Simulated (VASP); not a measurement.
Wanted: the native input for a VASP 6.6.1 run.

| Property | Result |
| --- | --- |
| Task | single point |
| Functional | PBE |
| Potentials or basis | VASP PAW PBE potentials, release 64 (Pd) |
| Cutoff | 520 eV |
| k mesh | 9 × 9 × 4 |
| Occupations | gaussian, width 0.1 eV |
| Spin | no spin polarisation |
| Dipole correction | no |
| Further INCAR settings | ALGO = Normal; EDIFF = 1e-06; NBANDS = 17 |

The structure of Pd lies in POSCAR:

```
Pd
1.0
    2.5513237399      0.0000000000      0.0000000000
   -1.2756618700      2.2095111721      0.0000000000
    0.0000000000      0.0000000000      4.5306761342
Pd
2
Direct
    0.6666666700      0.3333333300      0.7500000000
    0.3333333300      0.6666666700      0.2500000000
```

This isn't the form of Pd at room conditions, which is fcc.

The cell isn't the ideal one: Rh replaced by Pd, lengths x 0.987, strained and moved within the space group.

The input as run:

INCAR

```
SYSTEM = Pd
  PREC = Accurate
  ENCUT = 520
  EDIFF = 1E-6
  ISMEAR = 0
  SIGMA = 0.1
  LREAL = .FALSE.
  LASPH = .TRUE.
  NELM = 100
  ALGO = Normal
  ISIF = 2
  LWAVE = .FALSE.
  LCHARG = .TRUE.
  GGA = PE
  LELF = .TRUE.
  LVHAR = .TRUE.
  NBANDS = 17
```

KPOINTS

```
regular mesh
0
G
  9 9 4
  0 0 0
```

Potentials or basis: VASP PAW PBE potentials, release 64 (Pd).

The run is started by

```console
$ cat potpaw_PBE.64/Pd/POTCAR > POTCAR
$ mpirun -np 1 vasp_std > vasp.out
```

It gave:

The pressure is 52.7 GPa and the band gap on the k mesh is none (metal or under the smearing width).

Caveat: so large a pressure means that the cell lies far from this level's equilibrium, or that cutoff or potentials fall short.

Wall time 14 s on 1 thread of Intel(R) Xeon(R) Platinum 8259CL CPU @ 2.50GHz (Skylake/Cascade Lake), with other jobs on the host, peak memory 0.14 GiB.
